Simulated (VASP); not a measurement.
Here is a VASP 6.6.1 calculation.

File INCAR:

```
ALGO     = Normal         # electronic algorithm
EDIFF    = 1E-7           # SCF threshold, eV
EDIFFG   = -0.005         # ionic threshold
ENCUT    = 600            # plane-wave cutoff, eV
GGA      = PS             # functional
IBRION   = 2              # ionic algorithm
ISIF     = 3              # what is computed and relaxed
ISMEAR   = 0              # smearing method
LASPH    = True           # aspherical terms in the spheres
LCHARG   = False          # write CHGCAR
LREAL    = False          # projectors in reciprocal space
LWAVE    = False          # write WAVECAR
NELM     = 80             # most SCF steps
NSW      = 90             # ionic steps
PREC     = Accurate       # precision mode
SIGMA    = 0.03           # smearing width, eV
```

Contents of KPOINTS:

```
k-points
0
Gamma
  9 9 4
```

File POSCAR:

```
CdS                                     
1.0
    4.1291873885      0.0000000000      0.0000000000
   -2.0645936942      3.5759811754     -0.0000000000
    0.0000000000     -0.0000000000      6.7319038291
  Cd              S             
     2     2
Direct
     0.3333333332999970    0.6666666667000030    0.9995462527253399
     0.6666666667000030    0.3333333332999970    0.4995462527253400
     0.3333333332999970    0.6666666667000030    0.3754537472746600
     0.6666666667000030    0.3333333332999970    0.8754537472746601
```

Potentials or basis: VASP PAW PBE potentials, release 64 (Cd, S).

The run is started by

```sh
$ cat potpaw_PBE.64/Cd/POTCAR potpaw_PBE.64/S/POTCAR > POTCAR
$ mpirun -np 1 vasp_std > vasp.out
```

(1) What does it give for the band gap on the k mesh?

## Answers

(1) 1.08 eV, direct.
